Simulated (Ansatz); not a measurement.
NaCl in the rocksalt structure was relaxed with 5 functionals in the PAW code Ansatz, cell and atoms free, the symmetry of the start kept (meshes: PBE 8×8×8, r2SCAN 8×8×8, PBEsol 8×8×8, LDA 8×8×8, HSE06 6×6×6). (Simulation; spin polarisation is off.)

The HSE06 result:
```yaml
crystal:
  lattice:
    - [0.00000, 2.82618, 2.82618]
    - [2.82618, 0.00000, 2.82618]
    - [2.82618, 2.82618, 0.00000]
  atoms:
    - { symbol: Na, position: [0.00000, 0.00000, 0.00000] }
    - { symbol: Cl, position: [0.50000, 0.50000, 0.50000] }
```

Space group Fm-3m (No. 225), cubic; a = 5.652 Å in the conventional setting, 22.57 Å³ an atom. Na is surrounded by 6 Cl at 2.83 Å; Cl is surrounded by 6 Na at 2.83 Å.

(1) What lattice does PBE give?

(2) What lattice does PBEsol give?

(3) Held at the r2SCAN cell, what mean stress do LDA and PBE find, and does its sign point to their own minimum?

## Answers

(1) a = 5.695 Å; the volume differs by +2.3 % from HSE06's. Na has 6 Cl at 2.85 Å; Cl has 6 Na at 2.85 Å.

(2) a = 5.602 Å; the volume differs by -2.6 % from HSE06's. Na is surrounded by 6 Cl at 2.80 Å; Cl is surrounded by 6 Na at 2.80 Å.

(3) Yes. LDA -2.05 GPa, and its relaxed volume is -7.3 % from r2SCAN's; PBE +1.27 GPa, and its relaxed volume is +4.9 % from r2SCAN's. Compression counts positive, so a positive stress asks for a larger cell.
